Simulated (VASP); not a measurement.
# Ni (Im-3m) in VASP: reference runs, part 3 of 3

VASP 6.6.1. Earlier steps stand in the parts before.

### Step 4. Single point, PBE, collinear spin, ferromagnetic start

File INCAR:

```
SYSTEM = Ni
  PREC = Accurate
  ENCUT = 520
  EDIFF = 1E-7
  ISMEAR = -1
  SIGMA = 0.05
  LREAL = .FALSE.
  LASPH = .TRUE.
  NELM = 100
  ALGO = Normal
  ISIF = 2
  LWAVE = .FALSE.
  LCHARG = .TRUE.
  ISPIN = 2
  MAGMOM = 1
  LORBIT = 11
  LMAXMIX = 4
  GGA = PE
  LELF = .TRUE.
  LVHAR = .TRUE.
  NBANDS = 15
```

File KPOINTS:

```
Automatic mesh
0
G
  13 13 13
  0 0 0
```

File POSCAR:

```
Ni
1.0
   -1.3837154700      1.3837154700      1.3837154700
    1.3837154700     -1.3837154700      1.3837154700
    1.3837154700      1.3837154700     -1.3837154700
Ni
1
Direct
    0.0000000000      0.0000000000      0.0000000000
```

Potentials or basis: VASP PAW PBE potentials, release 64 (Ni).

Started as:

```sh
$ cat potpaw_PBE.64/Ni/POTCAR > POTCAR
$ mpirun -np 1 vasp_std > vasp.out
```

OUTCAR:

```text
SYSTEM = Ni
   PREC = Accurate
   ENCUT = 520
   EDIFF = 1E-7
   ISMEAR = -1
   LREAL = .FALSE.
   LASPH = .TRUE.
   NELM = 100
   ISIF = 2
   ISPIN = 2
   LORBIT = 11
   GGA = PE

 ion  position               nearest neighbor table
   1  0.000  0.000  0.000-

  LATTYP: Found a body centered cubic cell.
 ALAT       =     2.7674309400

  Lattice vectors:

 A1 = (  -1.3837154700,   1.3837154700,   1.3837154700)
 A2 = (   1.3837154700,  -1.3837154700,   1.3837154700)
 A3 = (   1.3837154700,   1.3837154700,  -1.3837154700)

Analysis of symmetry for initial positions (statically):
=====================================================================
 Subroutine PRICEL returns:
 Original cell was already a primitive cell.

 Routine SETGRP: Setting up the symmetry group for a
 body centered cubic supercell.

 Subroutine GETGRP returns: Found 48 space group operations
[... 9 lines left out ...]

 Routine SETGRP: Setting up the symmetry group for a
 body centered cubic supercell.

 Subroutine GETGRP returns: Found 48 space group operations
[... 9 lines left out ...]

 Routine SETGRP: Setting up the symmetry group for a
 body centered cubic supercell.
[... 1626 lines left out ...]
     12      41.7531      0.00000
     13      49.4844      0.00000
     14      54.0616      0.00000
     15      56.0138      0.00000

 [... further k-points ...]

------------------------ aborting loop because EDIFF is reached ----------------------------------------

 total charge

# of ion       s       p       d       tot
------------------------------------------
    1        0.503   0.513   8.346   9.362

 magnetization (x)

# of ion       s       p       d       tot
------------------------------------------
    1       -0.003  -0.015   0.600   0.581

  FORCE on cell =-STRESS in cart. coord.  units (eV):
  Direction    XX          YY          ZZ          XY          YZ          ZX
  --------------------------------------------------------------------------------------
  -------------------------------------------------------------------------------------
  Total        0.5054984      0.5054984      0.5054984     -0.0000000      0.0000000      0.0000000
  in kB       76.4240445     76.4240445     76.4240445     -0.0000000      0.0000000      0.0000000
  external PRESSURE =      76.4240445 kB  Pullay stress =       0.0000000 kB

 VOLUME and BASIS-vectors are now :
 -----------------------------------------------------------------------------
  energy-cutoff  :      520.00
  volume of cell :       10.60
      direct lattice vectors                 reciprocal lattice vectors
    -1.383715470  1.383715470  1.383715470     0.000000000  0.361345964  0.361345964
     1.383715470 -1.383715470  1.383715470     0.361345964  0.000000000  0.361345964
     1.383715470  1.383715470 -1.383715470     0.361345964  0.361345964  0.000000000

 POSITION                                       TOTAL-FORCE (eV/Angst)
 -----------------------------------------------------------------------------------
      0.00000      0.00000      0.00000        -0.000000      0.000000      0.000000
 -----------------------------------------------------------------------------------
    total drift:                                0.000000      0.000000      0.000000

  FREE ENERGIE OF THE ION-ELECTRON SYSTEM (eV)
  ---------------------------------------------------
  free  energy   TOTEN  =        -5.3729191971 eV

  energy  without entropy=       -5.3585430483  energy(sigma->0) =       -5.36573112

 total charge

# of ion       s       p       d       tot
------------------------------------------
    1        0.503   0.513   8.346   9.362

 magnetization (x)

# of ion       s       p       d       tot
------------------------------------------
    1       -0.003  -0.015   0.600   0.581
```

stdout:

```text
POSCAR found type information on POSCAR Ni
 POSCAR found :  1 types and       1 ions
 scaLAPACK will be used
 LDA part: xc-table for (Slater+PW92), standard interpolation
 POSCAR, INCAR and KPOINTS ok, starting setup
 FFT: planning ... GRIDC
 FFT: planning ... GRID_SOFT
 FFT: planning ... GRID
 WAVECAR not read
 entering main loop
```

Run time: 20 s. Hardware: 1 thread of Intel Xeon Platinum 8375C at 2.90GHz (Ice Lake), shared host; peak memory 0.14 GiB.

Results:

| Quantity | Value |
| --- | --- |
| Free energy | -5.3729 eV |
| Pressure | 7.6 GPa |
| Band gap on the k mesh | none (metal or under the smearing width) |
| Net moment | 0.58 μB per cell |
| Site moments | Ni +0.58 μB |
| Valence electrons inside the program's atomic spheres | Ni 9.36 |

Levels at points of the mesh, in eV from the Fermi level:
Spin up:
```
           k point  band 1  band 2  band 3  band 4  band 5  band 6  band 7  band 8  band 9  band 10
(0.00, 0.00, 0.00)   -9.06   -2.35   -2.35   -2.35   -0.89   -0.89   26.75   26.75   26.75    31.82
```
Spin down:
```
           k point  band 3  band 4  band 5  band 6  band 7  band 8
(0.00, 0.00, 0.00)   -1.66   -1.66   -0.38   -0.38   26.66   26.66
```

### Step 5. Single point, PBE, collinear spin, ferromagnetic start (cell strained at random at fixed volume)

File INCAR:

```
PREC = Accurate
ENCUT = 520
EDIFF = 1E-7
ISMEAR = -1
SIGMA = 0.05
LREAL = False
LASPH = True
NELM = 100
ALGO = Normal
ISIF = 2
LWAVE = False
LCHARG = True
ISPIN = 2
MAGMOM = 1
LORBIT = 11
LMAXMIX = 4
GGA = PE
LELF = True
LVHAR = True
NBANDS = 15
```

File KPOINTS:

```
regular mesh
0
Gamma
  13 13 13
```

File POSCAR:

```
Ni
1.0
   -1.3885280000      1.3631270000      1.4317670000
    1.3310840000     -1.3624370000      1.3736330000
    1.4153010000      1.3892100000     -1.4310770000
Ni
1
Direct
   -0.0207550000     -0.0231330000     -0.0194850000
```

Potentials or basis: VASP PAW PBE potentials, release 64 (Ni).

Started as:

```sh
$ cat potpaw_PBE.64/Ni/POTCAR > POTCAR
$ mpirun -np 1 vasp_std > vasp.out
```

OUTCAR:

```text
PREC = Accurate
   ENCUT = 520
   EDIFF = 1E-7
   ISMEAR = -1
   LREAL = False
   LASPH = True
   NELM = 100
   ISIF = 2
   ISPIN = 2
   LORBIT = 11
   GGA = PE

 ion  position               nearest neighbor table
   1  0.979  0.977  0.981-

  LATTYP: Found a triclinic cell.
 ALAT       =     2.3483796143
 B/A-ratio  =     1.6372103006
 C/A-ratio  =     1.0413992155
 COS(alpha) =     0.0094358744
 COS(beta)  =     0.3438155721
 COS(gamma) =     0.8103277082
[... 1694 lines left out ...]
  --------------------------------------------------------------------------------------
  -------------------------------------------------------------------------------------
  Total        0.4676582      0.5124973      0.6059329     -0.2052811     -0.0294845      0.4624070
  in kB       70.7031281     77.4821460     91.6082598    -31.0355233     -4.4576352     69.9092229
  external PRESSURE =      79.9311780 kB  Pullay stress =       0.0000000 kB

 VOLUME and BASIS-vectors are now :
 -----------------------------------------------------------------------------
  energy-cutoff  :      520.00
  volume of cell :       10.60
      direct lattice vectors                 reciprocal lattice vectors
    -1.388528000  1.363127000  1.431767000     0.003914870  0.363200160  0.356446239
     1.331084000 -1.362437000  1.373633000     0.371766094 -0.003707577  0.364068685
     1.415301000  1.389210000 -1.431077000     0.360760013  0.359816525  0.007298505

 POSITION                                       TOTAL-FORCE (eV/Angst)
 -----------------------------------------------------------------------------------
      1.32831      1.36606      1.34071         0.000000      0.000000      0.000000
 -----------------------------------------------------------------------------------
    total drift:                                0.000007      0.000050      0.000013

  FREE ENERGIE OF THE ION-ELECTRON SYSTEM (eV)
  ---------------------------------------------------
  free  energy   TOTEN  =        -5.3624141314 eV

  energy  without entropy=       -5.3481530974  energy(sigma->0) =       -5.35528361

 total charge

# of ion       s       p       d       tot
------------------------------------------
    1        0.504   0.513   8.347   9.364

 magnetization (x)

# of ion       s       p       d       tot
------------------------------------------
    1       -0.003  -0.015   0.595   0.576
```

OSZICAR:

```text
N       E                     dE             d eps       ncg     rms          rms(c)
DAV:   1     0.334983719248E+02    0.33498E+02   -0.42122E+03 69899   0.867E+02
DAV:   2    -0.487340731498E+01   -0.38372E+02   -0.35702E+02 74781   0.164E+02
DAV:   3    -0.630398876120E+01   -0.14306E+01   -0.14130E+01 81265   0.309E+01
DAV:   4    -0.631233843345E+01   -0.83497E-02   -0.83480E-02 81014   0.227E+00
DAV:   5    -0.631243078320E+01   -0.92350E-04   -0.92347E-04 82760   0.213E-01    0.997E+00
DAV:   6    -0.563994173238E+01    0.67249E+00   -0.11450E+01 95088   0.376E+01    0.540E+00
DAV:   7    -0.538071407227E+01    0.25923E+00   -0.18848E+00 89413   0.138E+01    0.206E+00
DAV:   8    -0.536474868561E+01    0.15965E-01   -0.25866E-02 89754   0.112E+00    0.942E-01
DAV:   9    -0.536277670678E+01    0.19720E-02   -0.13521E-03110950   0.220E-01    0.240E-01
DAV:  10    -0.536241221754E+01    0.36449E-03   -0.35777E-04109988   0.104E-01    0.313E-02
DAV:  11    -0.536241329026E+01   -0.10727E-05   -0.93310E-06 82430   0.265E-02    0.175E-02
DAV:  12    -0.536241436441E+01   -0.10741E-05   -0.28084E-06 99587   0.107E-02    0.512E-03
DAV:  13    -0.536241416460E+01    0.19981E-06   -0.95256E-08 68980   0.367E-03    0.143E-03
DAV:  14    -0.536241413137E+01    0.33225E-07   -0.32552E-08 49462   0.164E-03
   1 F= -.53624141E+01 E0= -.53552836E+01  d E =-.142610E-01  mag=     0.5707
```

stdout:

```text
POSCAR found type information on POSCAR Ni
 POSCAR found :  1 types and       1 ions
 scaLAPACK will be used
 LDA part: xc-table for (Slater+PW92), standard interpolation
 POSCAR, INCAR and KPOINTS ok, starting setup
 FFT: planning ... GRIDC
 FFT: planning ... GRID_SOFT
 FFT: planning ... GRID
 WAVECAR not read
 entering main loop
```

Wall time 6 min (1 thread of Intel Xeon Platinum 8375C at 2.90GHz (Ice Lake), shared host); peak memory 0.35 GiB.

Results:

* Free energy: -5.3624 eV
* Pressure: 8.0 GPa
* Band gap on the k mesh: none (metal or under the smearing width)
* Net moment: 0.57 μB per cell
* Site moments: Ni +0.58 μB
* Valence electrons inside the program's atomic spheres: Ni 9.36

Stress tensor (GPa, compression positive):
```
 7.07 -3.10  6.99
-3.10  7.75 -0.45
 6.99 -0.45  9.16
```

Levels at points of the mesh, in eV from the Fermi level:
Spin up:
| k point | band 1 | band 2 | band 3 | band 4 | band 5 | band 6 | band 7 | band 8 | band 9 | band 10 |
| --- | --- | --- | --- | --- | --- | --- | --- | --- | --- | --- |
| (0.00, 0.00, 0.00) | -9.06 | -2.55 | -2.38 | -2.15 | -0.95 | -0.82 | 25.89 | 26.78 | 27.37 | 31.16 |
Spin down:
```
           k point  band 3  band 4  band 5  band 6  band 7  band 8
(0.00, 0.00, 0.00)   -1.69   -1.47   -0.43   -0.33   25.80   26.70
```
